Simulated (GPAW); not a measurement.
CeO in GPAW: convergence with density grid spacing (A)

The system is CeO.

```
Ce O
1.0
     0.00000    2.48314    2.48314
     2.48314    0.00000    2.48314
     2.48314    2.48314    0.00000
Ce O
1 1
Cartesian
  0.0000 0.0000 0.0000
  2.4831 2.4831 2.4831
```

The cell comes from a database or a generator and needn't be the stable form of this composition.

| Item | Value |
| --- | --- |
| Program | GPAW 26.7.0 |
| Task | convergence study |
| Functional | LDA |
| Potentials or basis | the program's PAW data sets (release 1.2.1) made for this functional |
| Cutoff | 800 eV |
| Basis | pw |
| Grid spacing | 0.2 Å |
| k mesh | 7 × 7 × 7 |
| Occupations | fermi-dirac, width 0.05 eV |
| Spin | collinear spin, ferromagnetic start |
| Starting moments | [1.0, 0.0] μB |

These are the settings of the first run; the series varies density grid spacing (A), with any setting tied to it.

Hardware: 1 thread of Arm Neoverse V1, with other jobs on the host.

```tsv
density grid spacing (A)	energy less the tightest run, at zero smearing (meV/atom)	pressure (GPa)	SCF cycles	CPU time (s)	peak memory (GiB)
0.24	refused	-	-	-	-
0.2	-3.24	-7.69	15	33	0.18
0.17	-0.55	-7.62	15	44	0.19
0.15	0.00	-7.64	15	49	0.21
0.13	0.00	-7.64	15	69	0.23
0.11	0.00	-7.64	15	67	0.27
0.09	0.00	-7.64	15	160	0.38
```

Against the tightest run, the energy stays within 1 meV/atom from 0.17 on; the pressure stays within 0.1 GPa from 0.2 on. The tightest run that finished is the yardstick and may itself not be fully converged.

Caveat, for the tightest run too: one-centre terms of the f shell are cut off; the magnetic or orbital state may not be the lowest. The state reached can hang on the start; a lower one may exist.
